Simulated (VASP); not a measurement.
Write the native input for VASP 6.6.1 that does the following.

```
Task                      : relaxation of the atoms
Functional                : RPBE
Potentials or basis       : VASP PAW PBE potentials, release 64 (Si)
Cutoff                    : 520 eV
k mesh                    : 8 × 8 × 1
Occupations               : gaussian, width 0.05 eV
Spin                      : no spin polarisation
Dipole correction         : yes
Atoms held fixed (from 0) : [0, 1, 2]
Further INCAR settings    : ALGO = Fast; EDIFF = 1e-06; IBRION = 2; EDIFFG = -0.02; NSW = 60
```

The structure of Si lies in POSCAR:

```
Si
1.0
    3.8313174605      0.0000000000      0.0000000000
   -1.9156587302      3.3180182508      0.0000000000
    0.0000000000      0.0000000000     22.1306526920
Si
6
Selective dynamics
Direct
    0.6666666700      0.3333333400      0.3388964666  F F F
    0.3333333300      0.6666666600      0.3749564374  F F F
    0.3333333300      0.6666666600      0.4819700146  F F F
    0.6666666700      0.3333333400      0.5180299854  T T T
    0.6666666700      0.3333333400      0.6250435626  T T T
    0.3333333300      0.6666666600      0.6611035334  T T T
```

The slab is cut from a database's or a generator's crystal, which needn't be the stable form of the element.

The cell isn't the ideal one: the (0 0 1) slab of Si, cut from the database cell, not relaxed.

One way to write it, as run:

INCAR

```
SYSTEM = Si
PREC = Accurate ; ENCUT = 520
EDIFF = 1E-6 ; ISMEAR = 0
SIGMA = 0.05 ; LREAL = .False.
LASPH = .True. ; NELM = 80
ALGO = Fast ; ISIF = 2
LWAVE = .False. ; LCHARG = .False.
LDIPOL = .True. ; IDIPOL = 3
DIPOL = 0.5 0.5 0.500 ; GGA = RP
IBRION = 2 ; NSW = 60
EDIFFG = -0.02
```

KPOINTS

```
regular mesh
0
Gamma
  8 8 1
  0 0 0
```

Potentials or basis: VASP PAW PBE potentials, release 64 (Si).

Launch:

```sh
$ cat potpaw_PBE.64/Si/POTCAR > POTCAR
$ mpirun -np 1 vasp_std > vasp.out
```

Results of the run:

- Energy gained by relaxing: 4.8 meV/atom
- Ionic steps: 6
- Band gap on the k mesh: 0.07 eV, indirect (least direct gap 0.27 eV)

Run time: 2.7 min on 1 thread of Intel(R) Xeon(R) Platinum 8375C CPU @ 2.90GHz (Ice Lake), on a shared host, peak memory 0.37 GiB.
